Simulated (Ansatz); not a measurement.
Crystal: Ni.

```xyz
1
Lattice="-1.3837 1.3837 1.3837 1.3837 -1.3837 1.3837 1.3837 1.3837 -1.3837" Properties=species:S:1:pos:R:3 pbc="T T T"
Ni    0.0000    0.0000    0.0000
```

This isn't the form of Ni at room conditions, which is fcc.

| Property | Result |
| --- | --- |
| Program | Ansatz 0.2.0 |
| Task | relaxation of cell and atoms |
| Functional | PBE |
| Potentials or basis | Ansatz PAW |
| Cutoff | 420 eV (not typed: the program's choice for these potentials) |
| k mesh | 13 × 13 × 13 |
| Occupations | fermi-dirac, width 0.05 eV |
| Spin | collinear spin, ferromagnetic start |
| Starting moments | [1.0] μB |

At the start: volume 10.60 Å³/atom.

Task: Where does the relaxation end?

Result: It ends after 5 steps and the volume is 11.00 Å³/atom (+3.8 %); space group Im-3m (No. 229, to 0.05 Å); moment 0.60 μB per cell.

The path:
| step | energy change (eV) | largest force (eV/Å) | volume (Å³) |
| --- | --- | --- | --- |
| 1 | 0.0000 | 0.0000 | 10.60 |
| 2 | -0.0069 | 0.0000 | 10.79 |
| 3 | -0.0094 | 0.0000 | 10.99 |
| 4 | -0.0094 | 0.0000 | 11.00 |
| 5 | -0.0095 | 0.0000 | 11.00 |

Final structure:
```cif
data_structure
_symmetry_space_group_name_H-M 'P 1'
_symmetry_Int_Tables_number 1
_cell_length_a 2.4268
_cell_length_b 2.4268
_cell_length_c 2.4268
_cell_angle_alpha 109.471
_cell_angle_beta 109.471
_cell_angle_gamma 109.471
_cell_volume 11.00
loop_
_atom_site_label
_atom_site_type_symbol
_atom_site_fract_x
_atom_site_fract_y
_atom_site_fract_z
_atom_site_occupancy
Ni1 Ni 0.00000 0.00000 0.00000 1
```

Caveat: the plane-wave basis is chosen anew once the cell has moved, so the energies of steps on either side of that aren't comparable.
